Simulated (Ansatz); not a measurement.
# BP (flat sheet): the cost of one run

Program: Ansatz 0.2.0. Level of theory: DFT PBE, scalar-relativistic, plane waves, PAW. These are calculated values, not measurements.

2 further runs of the same task are left out: 2 set aside as unsound or not needed.

### 1 Starting point

The structure is hexagonal, space group P-6m2 (No. 187). Conventional cell: a = 3.214 Å, b = 3.214 Å, c = 23.800 Å, α = 90.00°, β = 90.00°, γ = 120.00°. B (site symmetry -6m2) is surrounded by 3 P at 1.86 Å. P (site symmetry -6m2) has 3 B at 1.86 Å as nearest neighbours.

Structure file:

```xyz
2
Lattice="3.2140 0.0000 0.0000 -1.6070 2.7834 0.0000 0.0000 0.0000 23.8000" Properties=species:S:1:pos:R:3 pbc="T T T"
B     0.0000    1.8556    9.0000
P     1.6070    0.9278    9.0000
```

This sheet was relaxed beforehand with the same method; its gap on the mesh is 0.90 eV.

### 2 Next: the (3,3) tube

The tube is rolled from the relaxed sheet, its axis along c. Atoms and period relax; energies count from the flat sheet, -455.8419 eV an atom.

The cell holds 6 B, 6 P: a = 13.500 Å, b = 14.000 Å, c = 3.214 Å, α = 90.00°, β = 90.00°, γ = 90.00°.

### 3 The relaxation run

Pressure and volume refer to the whole cell with its vacuum; only the period along c may change.

input.yaml

```yaml
crystal:
  lattice:
    - [13.5, 0.0, 0.0]
    - [0.0, 14.0, 0.0]
    - [0.0, 0.0, 3.2139963377]
  atoms:
    - { symbol: B, position: [0.6850118046, 0.5649338331, 0.5] }
    - { symbol: B, position: [0.5341887996, 0.6869695206, 0.0] }
    - { symbol: B, position: [0.349176995, 0.6220356876, 0.5] }
    - { symbol: B, position: [0.3149881954, 0.4350661669, 0.0] }
    - { symbol: B, position: [0.4658112004, 0.3130304794, 0.5] }
    - { symbol: B, position: [0.650823005, 0.3779643124, 0.0] }
    - { symbol: P, position: [0.650823005, 0.6220356876, 0.0] }
    - { symbol: P, position: [0.4658112004, 0.6869695206, 0.5] }
    - { symbol: P, position: [0.3149881954, 0.5649338331, 0.0] }
    - { symbol: P, position: [0.349176995, 0.3779643124, 0.5] }
    - { symbol: P, position: [0.5341887996, 0.3130304794, 0.0] }
    - { symbol: P, position: [0.6850118046, 0.4350661669, 0.5] }
basis:
  ecutwfc: 420
kpoints:
  mp_grid: { grid: [1, 1, 14] }
hamiltonian:
  xc: pbe
scf:
  occupations: { method: gaussian, width: 0.05 }
output:
  forces: true
  stress: true
  eigenvalues: true
  populations: true
  write_density: true
  write_potential: true
  elf: true
  volumetric_format: npy
relax:
  adjacent_minimum: "off"
  f_tol: 0.02
  max_steps: 45
  cell: { fix: [a, b, alpha, beta, gamma], stress_tol: 0.03 }
```

Launch:

```
ansatz run input.yaml --threads 4 --pin off --max-ram 11264MiB --backend cpu --events-out ev --progress --plain --runs-dir out
```

Q: Estimate wall time and peak memory on 4 threads of Arm Neoverse V2, shared host.

About 33 s, with a peak of 1.1 GiB.
